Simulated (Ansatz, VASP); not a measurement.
# One calculation of Zn, two programs

```
Zn
1.0
    -1.20113    1.20113    1.20113
     1.20113   -1.20113    1.20113
     1.20113    1.20113   -1.20113
Zn
1
Cartesian
  0.0000 0.0000 0.0000
```

Change from the starting cell: volume scaled by 0.45, PAW files.

Alike in both runs: task single point; functional PBE; k mesh 19 × 19 × 19; occupations fermi-dirac, width 0.1 eV; no spin polarisation.

|  | VASP | Ansatz |
| --- | --- | --- |
| version | VASP 6.6.1 | Ansatz 0.2.0 |
| potentials or method | VASP PAW PBE potentials, release 64 (Zn) | PAW with Ansatz's default frozen-core files, scalar-relativistic |
| plane-wave cutoff (eV) | 520 | 420 |
| valence electrons in the cell | 12 | 12 |

```tsv
	VASP	Ansatz	Ansatz less VASP
pressure (GPa)	409.2	399.6	-9.60
```

Caveats: the cell as given lies far from equilibrium; so large a pressure means that the cell lies far from this level's equilibrium, or that cutoff or potentials fall short (VASP).
